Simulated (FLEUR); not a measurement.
Ge: band structure with SCAN

Ge:

```
CELL_PARAMETERS angstrom
1.48805 -2.59469 0.00000
1.48805 2.59469 0.00000
0.00000 0.00000 4.72760
ATOMIC_POSITIONS crystal
Ge 0.33345 0.66655 0.25000
Ge 0.66655 0.33345 0.75000
```

This isn't the form of Ge at room conditions, which is diamond.

```yaml
Program: FLEUR MaX-R8.1 (later development tree)
Task: band structure
Functional: SCAN
Potentials_or_basis: all-electron
Basis: FLAPW
Kmax: 4.1 1/bohr
k_mesh: 10 × 10 × 6
Occupations: fermi-dirac, width 0.05 eV
Spin: no spin polarisation
Gmax: 12.7 1/bohr
Muffin-tin_radii: Ge 2.56 bohr
lmax: Ge 10
lnonsphr: Ge 10
Local_orbitals_a_species: Ge 6
Max_iterations: 80
Mixing_factor: 0.05
Mixer: Anderson
Mixer_history: 30
Density_convergence: 0.0001 me/bohr^3
```

```
Band gap along the path                               : none (metal or under the smearing width)
Valence electrons inside the program's atomic spheres : Ge 20.78 (radii Ge 2.56 bohr)
```

Levels at the corners of the path, in eV from the Fermi level:
| point | band 18 | band 19 | band 20 | band 21 | band 22 | band 23 | band 24 | band 25 | band 26 | band 27 |
| --- | --- | --- | --- | --- | --- | --- | --- | --- | --- | --- |
| Γ | -25.14 | -14.09 | -7.81 | -5.84 | 7.00 | 7.13 | 9.24 | 9.36 | 10.75 | 12.31 |
| X | -25.13 | -7.03 | -7.00 | -4.24 | 0.05 | 0.07 | 1.00 | 1.03 | 1.04 | 5.94 |
| S | -25.13 | -8.85 | -7.44 | -2.28 | -1.35 | -0.96 | 1.61 | 2.58 | 6.89 | 7.65 |
| R | -25.13 | -7.28 | -7.28 | -5.22 | -5.22 | 4.34 | 4.34 | 5.43 | 5.43 | 9.29 |
| A | -25.14 | -6.06 | -6.06 | -3.90 | -3.90 | -2.48 | -2.48 | 7.17 | 7.17 | 12.30 |
| Z | -25.16 | -12.32 | -12.32 | 2.05 | 2.05 | 8.23 | 8.23 | 8.35 | 8.35 | 13.64 |
| Γ | -25.14 | -14.09 | -7.81 | -5.84 | 7.00 | 7.13 | 9.24 | 9.36 | 10.75 | 12.31 |
| Y | -25.13 | -8.92 | -7.48 | -2.33 | -1.37 | -1.03 | 1.57 | 2.74 | 7.04 | 7.81 |
| X1 | -25.13 | -7.03 | -7.00 | -4.24 | 0.05 | 0.07 | 1.00 | 1.03 | 1.04 | 5.94 |
| A1 | -25.14 | -6.06 | -6.06 | -3.90 | -3.90 | -2.48 | -2.48 | 7.17 | 7.17 | 12.30 |
| T | -25.13 | -7.36 | -7.36 | -5.25 | -5.25 | 4.51 | 4.51 | 5.44 | 5.44 | 9.37 |
| Y | -25.13 | -8.92 | -7.48 | -2.33 | -1.37 | -1.03 | 1.57 | 2.74 | 7.04 | 7.81 |
| Z | -25.16 | -12.32 | -12.32 | 2.05 | 2.05 | 8.23 | 8.23 | 8.35 | 8.35 | 13.64 |
| T | -25.13 | -7.36 | -7.36 | -5.25 | -5.25 | 4.51 | 4.51 | 5.44 | 5.44 | 9.37 |

Core levels (eV from the Fermi level):
| atom | levels |
| --- | --- |
| 1 Ge | 1s1/2 -10953.7, 2s1/2 -1366.0, 2p1/2 -1214.1, 2p3/2 -1182.2 |
| 2 Ge | 1s1/2 -10953.7, 2s1/2 -1366.0, 2p1/2 -1214.1, 2p3/2 -1182.2 |

Wall time 2.8 min on 1 thread of AMD EPYC 7R43 64-Core Processor (Zen 3), with other jobs on the host, peak memory 0.1 GiB.

Caveat: the meta-GGA is that of a development version, with a GGA for the radial functions and cores and without core tails.
